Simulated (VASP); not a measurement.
Input of a VASP 6.6.1 run:

INCAR

```
SYSTEM = Be
PREC = Accurate
ENCUT = 520
EDIFF = 1E-6
ISMEAR = 0
SIGMA = 0.1
LREAL = .False.
LASPH = .True.
NELM = 100
ALGO = Normal
ISIF = 2
LWAVE = .False.
LCHARG = .True.
GGA = PE
LELF = .True.
LVHAR = .True.
NBANDS = 7
```

Contents of KPOINTS:

```
regular mesh
0
Gamma
  26 26 26
  0 0 0
```

File POSCAR:

```
Be
1.0
    2.1740614672      0.0000000000      0.0000000000
    0.0000000000      2.1740614672      0.0000000000
    0.0000000000      0.0000000000      2.1740614672
Be
1
Direct
    0.0000000000      0.0000000000      0.0000000000
```

Potentials or basis: VASP PAW PBE potentials, release 64 (Be).

Run with:

```console
$ cat potpaw_PBE.64/Be/POTCAR > POTCAR
$ mpirun -np 1 vasp_std > vasp.out
```

(1) Estimate the band gap on the k mesh.

(2) Estimate the pressure.

## Answers

(1) none (metal or under the smearing width).

(2) 0.1 GPa.
